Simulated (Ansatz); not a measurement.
CuO, 4 atoms in the cell. The structure is hexagonal, space group P6_3mc (No. 186). Conventional cell: a = 3.288 Å, b = 3.288 Å, c = 5.385 Å, α = 90.00°, β = 90.00°, γ = 120.00°. Cu (site symmetry 3m) has 4 O at 2.01 to 2.02 Å as nearest neighbours. O (site symmetry 3m) is surrounded by 4 Cu at 2.01 to 2.02 Å. Measurements of this composition are mostly on another form, of space group No. 15.

```yaml
Program: Ansatz 0.2.0
Task: relaxation of cell and atoms
Functional: r2SCAN
Potentials_or_basis: Ansatz PAW
Cutoff: "500 eV (not typed: the program's choice for these potentials)"
k_mesh: 9 × 9 × 5
Occupations: fermi-dirac, width 0.05 eV
Spin: no spin polarisation
```

Potentials or basis: Ansatz PAW.

Run with:

```sh
$ ansatz run input.yaml --threads 2 --pin off --max-ram 5632MiB --backend cpu --events-out ev --progress --plain --runs-dir out
```

Hardware: 2 threads of Arm Neoverse V2, on a shared host.

Q: How long does it take, and how much memory?

A: It took 41 s on 2 threads of Arm Neoverse V2 (shared host), peak memory 0.42 GiB. Counts: scf iterations 57, plane waves 1135, k points 36, bands 30, ion steps 8.
